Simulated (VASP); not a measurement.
# Te: convergence, self-consistent run

Te, P3_121 (no. 152), 3 atoms in the cell. R2SCAN; PAW potentials Te (PBE set). VASP 6.6.1.

Wanted: energy within 0.2 meV/atom; levels at the zone centre within 0.003 eV.

What the run is for: comparing ways to start; Accuracy asked: tight.

Levels at the zone centre: counted from the valence top at that point.

POSCAR:
```
Te
1.0
    4.4540000000      0.0000000000      0.0000000000
   -2.2270000000      3.8572771485      0.0000000000
    0.0000000000      0.0000000000      5.9240000000
Te
3
Direct
    0.7310000000      0.7310000000      0.0000000000
    0.0000000000      0.2690000000      0.6666666667
    0.2690000000      0.0000000000      0.3333333333
```

## How the run starts (with a second run first, the time holds both)

| How the run starts (with a second run first, the time holds both) | Energy less reference (meV/atom) | Levels at the zone centre, largest deviation (eV) | Time (s) |
|---|---|---|---|
| from scratch: 21 SCF iterations | 0.00 | 0.0000 | 84 |
| PBE orbitals (WAVECAR): 11 + 12 SCF iterations | 0.00 | 0.0002 | 62 |
| PBE density (CHGCAR): 11 + 18 SCF iterations | 0.00 | 0.0002 | 95 |
| loose PBE orbitals: 8 + 11 SCF iterations | 0.00 | 0.0003 | 64 |

Chosen: from scratch: 21 SCF iterations; no other choice that stays within half of the tolerance saves 30 % of the time.

The chosen settings are those of the reference run.

Values of the reference run: Levels at the zone centre: -0.8206, 0, 2.046 eV from the valence top at Gamma.

## The input

INCAR:
```
SYSTEM = Te
METAGGA = R2SCAN ; ISMEAR = 0
SIGMA = 0.03 ; LWAVE = .False.
LCHARG = .False. ; ISIF = 2
PREC = Accurate ; LASPH = .True.
LREAL = .False. ; ALGO = Normal
EDIFF = 1E-6 ; NELM = 120
GGA_COMPAT = .False. ; ENCUT = 440
EFERMI = MIDGAP ; LMIXTAU = .True.
```

KPOINTS:
```
k-points
0
Gamma
  6 6 4
```

Commands:
```
cat potpaw_PBE.64/Te/POTCAR > POTCAR
mpirun -np 1 vasp_std > vasp.out
```

The chosen input took VASP 6.6.1 84 s on 1 core (AMD EPYC 9R45 (Zen 5)), a shared host.
